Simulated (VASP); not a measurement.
# How biaxial strain in the (110) plane changes GaSb (F-43m)

Strain engineering needs slopes: what does biaxial strain in the (110) plane do to the lattice and the band edges of GaSb?

Program: VASP 6.6.1. Level of theory: PBEsol; plane waves and PAW (Ga_d, Sb), in the first sound run; inputs show where later runs differ. Results are calculated unless marked as measured.

Most raw output is cut from this account.

### Step 1. Set-up

It takes space group F-43m (No. 216, cubic). The conventional cell has a = 6.096 Å, b = 6.096 Å, c = 6.096 Å, α = 90.00°, β = 90.00°, γ = 90.00°. Nearest to Ga lie 4 Sb at 2.64 Å. Sb has 4 Ga at 2.64 Å nearest. Farther neighbours are not listed.

Structure file:

```xyz
2
Lattice="0.0000 3.0480 3.0480 3.0480 0.0000 3.0480 3.0480 3.0480 0.0000" Properties=species:S:1:pos:R:3 pbc="T T T"
Ga    0.0000    0.0000    0.0000
Sb    1.5240    1.5240    1.5240
```

### Step 2. Relax the crystal, PBEsol

The series starts from the cell that this level prefers, so that zero strain is near zero stress.

Level: PBEsol; plane waves and PAW (Ga_d, Sb).

The input, INCAR:

```
SYSTEM = GaSb
PREC = Accurate
ENCUT = 450
EDIFF = 1E-07
NELM = 120
ISMEAR = 0
SIGMA = 0.02
LREAL = .FALSE.
ALGO = Normal
GGA = PS
NBANDS = 15
LASPH = .TRUE.
LORBIT = 11
LWAVE = .FALSE.
LCHARG = .FALSE.
KPAR = 12
IBRION = 2
NSW = 40
ISIF = 3
EDIFFG = -0.005
POTIM = 0.4
```

The input, POSCAR:

```
GaSb
1.0
    0.0000000000      3.0480000000      3.0480000000
    3.0480000000      0.0000000000      3.0480000000
    3.0480000000      3.0480000000      0.0000000000
Ga Sb
1 1
Direct
    0.0000000000      0.0000000000      0.0000000000
    0.2500000000      0.2500000000      0.2500000000
```

The input, KPOINTS:

```
Automatic mesh
0
Gamma
9 9 9
0 0 0
```

Potentials, in the order of the species: Ga_d and Sb (PBE family, release 64).

Started as:

```bash
> mpirun -np 12 vasp_std
```

Run time: 14 s. Hardware: 12 MPI ranks of AMD EPYC 7R43, shared host; peak memory 2 GiB.

This run gave:

| Quantity | Value |
| --- | --- |
| energy(sigma→0) of the program | -8.1508 eV |
| stress, compression positive | 0.00 along [110], 0.00 across it (mean), GPa |
| volume | 57.095 Å³ |
| ionic steps | 2 |

### Step 3. Strain along the normal, PBEsol

One member in full: the plane is strained by -1 %, and the strain along the normal is moved by secant steps until the normal stress is under 0.012 GPa or five steps are spent; the atoms relax at each step.

Level: PBEsol; plane waves and PAW (Ga_d, Sb); cell typed or built by script.

Edit INCAR of step 2 so:

```diff
@@ -15,7 +15,7 @@
 LCHARG = .FALSE.
-KPAR = 12
-IBRION = 2
-NSW = 40
-ISIF = 3
-EDIFFG = -0.005
-POTIM = 0.4
+KPAR = 3
+IBRION = 1
+NSW = 25
+ISIF = 2
+EDIFFG = -0.004
+POTIM = 0.3
```

The input, POSCAR:

```
GaSb
1.0
    0.0244500210      3.0501400850      3.0256900640
    3.0501400850      0.0244500210      3.0256900640
    3.0745901050      3.0745901050      0.0000000000
Ga Sb
1 1
Direct
    0.0000000000      0.0000000000      0.0000000000
    0.2500000000      0.2500000000      0.2500000000
```

KPOINTS is that of step 2.

Started as:

```bash
> mpirun -np 3 vasp_std
```

Wall time 87 s (3 MPI ranks); peak memory 0.59 GiB.

This run gave:

| Item | Value |
| --- | --- |
| energy(sigma→0) of the program | -8.1468 eV |
| stress, compression positive | -0.01 along [110], 1.11 across it (mean), GPa |
| ionic steps | 3 |

### Step 4. Band edges, TB-mBJ with spin-orbit coupling

Short lines in KPOINTS_OPT sample the zone centre along and across the normal of the plane, for masses, and the other valleys.

Level: TB-mBJ, spin-orbit coupling; plane waves and PAW (Ga_d, Sb); cell typed or built by script.

TB-mBJ has no energy functional, so the total energy, stress and pressure in this output mean nothing.

The input, INCAR:

```
SYSTEM = GaSb
PREC = Accurate
ENCUT = 450
EDIFF = 1E-06
NELM = 150
ISMEAR = 0
SIGMA = 0.02
LREAL = .FALSE.
ALGO = Normal
METAGGA = MBJ
LASPH = .TRUE.
LNONCOLLINEAR = .TRUE.
MAGMOM = 0 0 0 0 0 0
NBANDS = 28
GGA_COMPAT = .FALSE.
LSORBIT = .TRUE.
LWAVE = .FALSE.
LCHARG = .FALSE.
KPAR = 3
```

The input, POSCAR:

```
GaSb
1.0
    0.0244500210      3.0501400850      3.0256900640
    3.0501400850      0.0244500210      3.0256900640
    3.0745901050      3.0745901050      0.0000000000
Ga Sb
1 1
Direct
    0.0012082311      0.0012082311      0.9987917689
    0.2487917689      0.2487917689      0.2512082311
```

The input, KPOINTS:

```
Automatic mesh
0
Gamma
7 7 7
0 0 0
```

The input, KPOINTS_OPT:

```
Line mode
6
Line-mode
Reciprocal
  0.00000000   0.00000000   0.00000000
  0.01730065   0.01730065   0.03460130

  0.00000000   0.00000000   0.00000000
 -0.01702549   0.01702549   0.00000000

  0.31000000   0.31000000   0.00000000
  0.50000000   0.50000000   0.00000000

  0.00000000   0.31000000   0.31000000
  0.00000000   0.50000000   0.50000000

  0.45000000   0.45000000   0.45000000
  0.50000000   0.50000000   0.50000000

  0.45000000   0.00000000   0.00000000
  0.50000000   0.00000000   0.00000000

  0.42500000   0.42500000   0.00000000
  0.42519457   0.44927224   0.02446681

  0.50000000   0.50000000   0.50000000
  0.48297451   0.51702549   0.50000000
```

Started as:

```bash
> mpirun -np 3 vasp_ncl
```

Wall time 12 min (3 MPI ranks); peak memory 1.6 GiB; 36 min of CPU time.

### Step 5. Band edges, r2SCAN with spin-orbit coupling

Level: r2SCAN, spin-orbit coupling; plane waves and PAW (Ga_d, Sb); cell typed or built by script.

Edit INCAR of step 4 so:

```diff
@@ -4,3 +4,3 @@
 EDIFF = 1E-06
-NELM = 150
+NELM = 100
 ISMEAR = 0
@@ -9,3 +9,3 @@
 ALGO = Normal
-METAGGA = MBJ
+METAGGA = R2SCAN
 LASPH = .TRUE.
```

POSCAR is that of step 4.

KPOINTS is that of step 4.

KPOINTS_OPT is that of step 4.

Started as:

```bash
> mpirun -np 3 vasp_ncl
```

It took 16 min on 3 MPI ranks; peak memory 1.6 GiB; 45 min of CPU time.

Numbers from this step:

```
energy(sigma→0) of the program : -37.6474 eV
stress, compression positive   : 0.55 along [110], 1.80 across it (mean), GPa
```

The run ends at a pressure of 1.38 GPa, with forces up to 0.0078 eV/Å.

### Step 6. The table

The other members went through these steps as far as the tables show, with the same cutoff and, step by step, the same mesh; 34 runs are not shown. The session took 13 core hours (wall time by ranks) on a shared machine.

```tsv
in-plane strain (%)	strain along the normal (%)	mean of the two in-plane stresses, tension positive (GPa)	energy above the unstrained row (meV/atom)
-2.000	1.255	-2.295	8.245
-1.500	0.911	-1.693	4.643
-1.000	0.600	-1.111	2.077
-0.500	0.280	-0.533	0.544
0	0.000	0.002	0.000
0.500	-0.300	0.505	0.349
1.000	-0.562	1.042	1.654
1.500	-0.823	1.568	3.917
2.000	-1.055	2.082	7.111
```

Slopes at zero strain, from cubics through all rows: strain ratio -0.581, stress over strain 107 GPa.

Band edges at TB-mBJ with spin-orbit coupling, counted from the valence-band top at Γ, spin-orbit pairs averaged, with one row partly withheld:

```tsv
in-plane strain (%)	gap (eV)	conduction band at Γ (eV)	Δ or X valley along z (eV)	Δ or X valley along x (eV)	lowest conduction level at L, [111] (eV)	lowest conduction level at L, [-111] (eV)	second valence level below the top (eV)	third valence level below the top (eV)
-2.000	0.595	0.753	0.856	1.055	0.923	0.597	0.156	0.793
-1.500	0.654	0.741	0.945	1.079	0.891	0.654	0.119	0.757
-1.000	0.706	0.721	1.021	1.101	0.860	0.706	0.081	0.727
-0.500	0.698	0.698	1.089	1.124	0.829	0.756	0.041	0.699
0	0.668	0.668	1.147	1.147	0.800	0.800	0.000	0.675
0.500	0.591	0.591	1.149	1.121	0.724	0.799	0.048	0.699
1.000	0.511	0.511	1.144	1.099	0.653	0.793	0.091	0.723
1.500	?	?	1.130	1.075	0.582	0.783	0.136	0.750
2.000	0.344	0.345	1.112	1.052	0.514	0.770	0.178	0.777
```

Conduction masses, in electron masses:

```tsv
in-plane strain (%)	conduction mass at Γ, along the strain axis or the normal of the plane	conduction mass at Γ, across the strain axis or in the plane	L [111] mass, longitudinal	L [111] mass, transverse along [1-10]
-2.000	0.052	0.065	1.776	0.107
-1.500	0.052	0.060	1.757	0.106
-1.000	0.051	0.055	1.737	0.106
-0.500	0.049	0.051	1.737	0.105
0	0.047	0.047	1.749	0.105
0.500	0.044	0.044	1.725	0.104
1.000	0.042	0.041	1.710	0.104
1.500	0.038	0.037	1.714	0.103
2.000	0.034	0.035	1.708	0.102
```

Band edges at r2SCAN with spin-orbit coupling, counted from the valence-band top at Γ, spin-orbit pairs averaged:

```tsv
in-plane strain (%)	gap (eV)	conduction band at Γ (eV)	Δ or X valley along z (eV)	Δ or X valley along x (eV)	lowest conduction level at L, [111] (eV)	lowest conduction level at L, [-111] (eV)	second valence level below the top (eV)	third valence level below the top (eV)
-2.000	0.264	0.359	0.553	0.775	0.619	0.269	0.156	0.800
-1.500	0.325	0.339	0.643	0.793	0.579	0.326	0.118	0.766
-1.000	0.312	0.312	0.723	0.812	0.540	0.376	0.081	0.736
-0.500	0.284	0.284	0.791	0.830	0.504	0.425	0.041	0.710
0	0.251	0.251	0.849	0.849	0.469	0.469	0.000	0.686
0.500	0.173	0.173	0.852	0.823	0.389	0.469	0.049	0.710
1.000	0.097	0.098	0.848	0.800	0.316	0.464	0.093	0.733
```

### Step 7. Working out the slope

The quantity to fit is the conduction level at Γ above the mean of the three top valence levels at TB-mBJ with spin-orbit coupling: 1.069, 1.033, 0.990, 0.945, 0.893, 0.840, 0.782, 0.663 eV in the rows shown.

Fitting a parabola to the 8 known rows (e: strain in %) gives E = − 0.006721 e² − 0.1023 e + 0.8936 in eV; the residuals are 0.0014 eV r.m.s.

At e = 1.5 this predicts 0.7251 eV.

### Step 8. Checking the prediction

The calculation gives 0.7239 eV, so the prediction is 0.0012 eV too high, within twice the residual of the fit.

### Step 9. Summary of results

```
ratio of normal to in-plane strain                                                                                                : -0.581
biaxial modulus                                                                                                                   : 107 GPa
gap of the unstrained cell, TB-mBJ with spin-orbit coupling                                                                       : 0.67 eV
gap of the unstrained cell, r2SCAN with spin-orbit coupling                                                                       : 0.25 eV
slope at zero strain of the conduction level at Γ above the mean of the three top valence levels, TB-mBJ with spin-orbit coupling : -102 meV per %
error of the predicted row                                                                                                        : 1.2 meV
```

As a check, the curvature of the energy gives 106 GPa for the same modulus (energy per volume = M × strain²), 1 % from the slope of the stress. At TB-mBJ with spin-orbit coupling the lowest conduction valley is in turn L, Γ from the first row to the last, and the gap runs between 0.34 and 0.71 eV. At r2SCAN with spin-orbit coupling the lowest conduction valley is in turn L, Γ from the first row to the last, and the gap runs between 0.10 and 0.32 eV. At r2SCAN with spin-orbit coupling the gap falls under 0.05 eV in some or all rows, where bands may have changed order, so 2 rows at and beyond those points are left out of its table. The gap at PBEsol is under 0.05 eV in some or all rows and is left out; the elastic columns come from such cells and can be uneven. Hole masses are left out throughout, since the top bands are degenerate or cross in many series; of conduction masses, those of the Γ, L and (for Si and Ge under (001) strain) Δ valleys are kept where they change by under an eighth between rows. TB-mBJ is a potential fitted for gaps; it has no energy functional, so its total energies and forces mean nothing, and its bands tend to come out too narrow. r2SCAN opens gaps somewhat over GGA but leaves them below measured values as a rule. Δ or X levels are the lowest on their line, refined by a parabola unless they lie at X; the gap is read from all points sampled and can differ from the lowest valley by some meV, or by tens of meV where strain moves the valence top off Γ. Temperature, zero-point motion and excitons are left out.

[Lines on the potential files, build, host, timing and source positions are cut from VASP's logs without a mark.]

[Logs are printed without paths, hosts, clocks, repeated set-up lines and the standing remarks that a program may print on its own settings, such as how far it seeks lower states.]

[Hosts, paths, dates, database ids (printed as entryN), source tags and the programs' standing remarks are cut or masked in the printed files.]

[In band tables of VASP the shares of atoms and orbitals are scaled to a sum of 1 inside the atoms' spheres.]
